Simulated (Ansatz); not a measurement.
From the elastic tensor of GaN at 22 GPa (stress–strain coefficients) to moduli and sound speeds

The calculation used DFT PBEsol, scalar-relativistic, plane waves, PAW (Ansatz 0.2.0). Plane waves to 420 eV; Γ-centred k mesh 12×12×6; fixed occupations. No spin polarisation.

The structure is hexagonal, space group P6_3mc (No. 186). The conventional cell has a = 3.083 Å, b = 3.083 Å, c = 5.026 Å, α = 90.00°, β = 90.00°, γ = 120.00°. Ga (site symmetry 3m) has 4 N at 1.89 Å as nearest neighbours. N (site symmetry 3m) is surrounded by 4 Ga at 1.89 Å.

Relaxed-ion constants (GPa, on the Cartesian axes of the calculation):
```
432.6 222.4 179.8   0.0   0.0   0.0
222.4 432.6 179.8   0.0   0.0   0.0
179.8 179.8 484.9   0.0   0.0   0.0
  0.0   0.0   0.0  88.5   0.0   0.0
  0.0   0.0   0.0   0.0  88.5   0.0
  0.0   0.0   0.0   0.0   0.0 105.1
```

Density 6.722 g/cm³; 4 atoms in 41.37 Å³.

The values that follow are for a polycrystal of randomly turned grains, by Hill's mean where one number stands.

With S = C⁻¹: B_V = (C11+C22+C33+2(C12+C13+C23))/9, G_V = (C11+C22+C33−C12−C13−C23+3(C44+C55+C66))/15, 1/B_R = S11+S22+S33+2(S12+S13+S23), 15/G_R = 4(S11+S22+S33−S12−S13−S23)+3(S44+S55+S66); Hill is their mean. Then v_l = √((B+4G/3)/ρ), v_t = √(G/ρ), v_m = [(2/v_t³+1/v_l³)/3]^(−1/3) and Θ = (ħ/k_B)·v_m·(6π²n/V)^(1/3) for n atoms in the volume V; E = 9BG/(3B+G), ν = (3B−2G)/(2(3B+G)) and A^U = 5G_V/G_R + B_V/B_R − 6.

| Quantity | Value |
| --- | --- |
| Bulk modulus, Voigt / Reuss / Hill | 279.3 / 279.3 / 279.3 GPa |
| Shear modulus, Voigt / Reuss / Hill | 107.6 / 103.6 / 105.6 GPa |
| Young's modulus | 281 GPa |
| Poisson ratio | 0.332 |
| Pugh ratio B/G | 2.65 |
| Universal anisotropy index | 0.19 |
| Longitudinal and transverse sound speeds | 7906 and 3963 m/s |
| Debye temperature from the mean sound speed | 607 K |

Cost: 1 run of about 3 core-minutes, on AMD EPYC 9R45 (Zen 5) (shared hosts).

Compressed wurtzite GaN resists a change of volume far more strongly than a change of shape: the bulk modulus is 279.3 GPa, the shear modulus only 105.6 GPa. Squeezing the tetrahedral network uniformly shortens the stiff, polar-covalent Ga–N bonds, whereas shear can be taken up largely by bending bond angles, which costs less. Pressure probably widens the gap, since it stiffens bond stretching while weakening the open network's resistance to shear.

The coinciding Voigt and Reuss bulk moduli reflect nearly equal linear compressibilities along a and c, so the modest anisotropy lies almost wholly in shear. The Pugh ratio of 2.65 would count as ductile by the usual rule, but that rule was drawn from metals and says little about dislocation motion in a directionally bonded nitride. The tensor is positive definite, so the lattice is stable against small homogeneous strains at this pressure; that doesn't establish wurtzite as favoured in enthalpy over the denser rocksalt phase.
